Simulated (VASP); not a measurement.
Pt, 4 atoms in the cell. It takes space group Cmce (No. 64, orthorhombic). The conventional cell has a = 5.301 Å, b = 3.504 Å, c = 7.146 Å, α = 90.00°, β = 90.00°, γ = 90.00°. Pt (site symmetry m) has 1 Pt at 1.98 Å as nearest neighbours. The cell was built by a generator and needn't be a form met in nature.

- Program: VASP 6.6.1
- Task: relaxation of cell and atoms
- Functional: PBE
- Potentials or basis: VASP PAW PBE potentials, release 64 (Pt)
- Cutoff: 600 eV
- k mesh: 6 × 6 × 4
- Occupations: gaussian, width 0.1 eV
- Spin: no spin polarisation
- Dipole correction: no
- Further INCAR settings: ALGO = Normal; EDIFF = 1e-06; IBRION = 2; EDIFFG = -0.04; NSW = 90; ISIF = 3

Potentials or basis: VASP PAW PBE potentials, release 64 (Pt).

The run is started by

```sh
$ cat potpaw_PBE.64/Pt/POTCAR > POTCAR
$ mpirun -np 1 vasp_std > vasp.out
```

Hardware: 1 thread of Intel(R) Xeon(R) Platinum 8488C (Sapphire Rapids) (shared host).

Problem. How long does it take, and how much memory?

Solution. Wall time 43 min on 1 thread of Intel(R) Xeon(R) Platinum 8488C (Sapphire Rapids), with other jobs on the host, peak memory 0.24 GiB. Counts: scf iterations 582, k points 39, ion steps 83.
